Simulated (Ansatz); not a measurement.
## CdIn2O4: Field gradients at the nuclei

The cell is a COD entry, its atoms then relaxed with PBE in this cell.

```cif
data_CdIn2O4
_symmetry_space_group_name_H-M 'Fd-3m:1'
_symmetry_Int_Tables_number 227
_cell_length_a 9.1660
_cell_length_b 9.1660
_cell_length_c 9.1660
_cell_angle_alpha 90.000
_cell_angle_beta 90.000
_cell_angle_gamma 90.000
loop_
_atom_site_label
_atom_site_type_symbol
_atom_site_symmetry_multiplicity
_atom_site_Wyckoff_symbol
_atom_site_fract_x
_atom_site_fract_y
_atom_site_fract_z
Cd Cd 8 a 0.5000 0.5000 0.0000
In In 16 d 0.1250 0.1250 0.6250
O O 32 e 0.3625 0.3625 0.8625
```

One atom of each set is listed; the run and its k-mesh use a cell of 14 atoms with edges of 6.48, 6.48, 6.48 Å.

All values are calculated (Ansatz; DFT, PBE, plane waves and PAW, scalar-relativistic, 420 eV cutoff, Γ-centred 4×4×4 k-points, Fermi–Dirac smearing 0.02 eV), not measured.

Conventions: |V_zz| ≥ |V_yy| ≥ |V_xx|, η = (V_xx − V_yy)/V_zz, C_Q = eQV_zz/h.

¹¹³In: I = 9/2, Q = 761.0 mb; 17O: I = 5/2, Q = -25.58 mb. Quadrupole moments are those of Pyykkö's year-2017 table.

```tsv
site	atoms	first shell	V_zz (10²¹ V/m²)	η	C_Q (MHz)
Cd	2	4 O at 2.18 Å	0.00	–	–
In	4	6 O at 2.18 Å	-4.82	0.00	-88.7
O	8	1 Cd at 2.18 Å, 3 In at 2.18 Å	1.78	0.00	-1.10
```

An axis of threefold or higher order runs through In and O, so V_zz lies along it and η is zero. Cd sits on a cubic site, where every gradient vanishes.

Cd has no stable isotope with a ground-state quadrupole moment in the table, so no C_Q is given.

At this cell the PBE pressure is 7 GPa, so with PBE the cell would grow if it were relaxed. Without spin–orbit coupling (the program notes it for Cd and In) the gradients can shift somewhat, as the gap is small.

The relaxation (3 steps) took 33 s of wall time (33 s of CPU time) and 0.66 GiB at its peak, on 1 thread of Intel Xeon Platinum 8259CL CPU @ 2.50GHz (Skylake/Cascade Lake) (x86_64; 32 cores open to the job, memory cap 2.5 GiB, no GPU), a shared host with a load of 0.7 a core.
